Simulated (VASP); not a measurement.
A run of VASP 6.6.1 is set up as follows.

Contents of POSCAR:

```
C
1.0
    2.1273203072     -1.2282824400      0.0000000000
    2.1273203072      1.2282824400      0.0000000000
   -1.3790696309      0.0000000000      3.5028300786
C
2
Direct
    0.1666444700      0.1666444700      0.9999069600
    0.8333555300      0.8333555300      0.0000930400
```

INCAR.step1

```
SYSTEM = C
PREC = Accurate
ENCUT = 500
EDIFF = 1E-8
ISMEAR = 0
SIGMA = 0.01
LREAL = .False.
LASPH = .True.
NELM = 60
ALGO = Normal
LWAVE = .True.
LCHARG = .False.
GGA = CA
KPAR = 4
```

Contents of INCAR.step2:

```
SYSTEM = C
PREC = Accurate
ENCUT = 500
EDIFF = 1E-8
ISMEAR = 0
SIGMA = 0.01
LREAL = .False.
LASPH = .True.
NELM = 1
ALGO = Exact
LWAVE = .True.
LCHARG = .False.
GGA = CA
NBANDS = 121
LOPTICS = .True.
ISTART = 1
KPAR = 4
```

INCAR.step3

```
SYSTEM = C
PREC = Accurate
ENCUT = 500
EDIFF = 1E-8
ISMEAR = 0
SIGMA = 0.01
LREAL = .False.
LASPH = .True.
ALGO = EVGW0
LWAVE = .False.
LCHARG = .False.
GGA = CA
NELMGW = 1
NBANDS = 121
ENCUTGW = 200
NOMEGA = 50
PRECFOCK = Fast
ISTART = 1
NBANDSGW = 12
KPAR = 4
```

The input KPOINTS:

```
Automatic mesh
0
Gamma
  6 6 4
  0 0 0
```

Potentials or basis: VASP PAW LDA potentials, release 64 (C_GW).

Launch:

```bash
$ cat potpaw_LDA.64/C_GW/POTCAR > POTCAR
$ cp INCAR.step1 INCAR
$ mpirun -np 4 vasp_std > vasp.out
$ cp INCAR.step2 INCAR
$ mpirun -np 4 vasp_std > vasp.out
$ cp INCAR.step3 INCAR
$ mpirun -np 4 vasp_std > vasp.out
```

Question: Estimate the quasiparticle gap.

Answer: 0.60 eV.

Question: What does it give for the least direct quasiparticle gap?

Answer: 0.63 eV.

Question: What does it give for the band gap on the k mesh, mean-field level?

Answer: 0.48 eV, indirect (least direct gap 0.51 eV).

Caveat: the k mesh is coarse (spacing up to 0.50 Å⁻¹), so the values aren't converged; bands, screening cutoff and mesh are small and nothing is extrapolated, so the quasiparticle values aren't converged. A k mesh can miss the band edges.
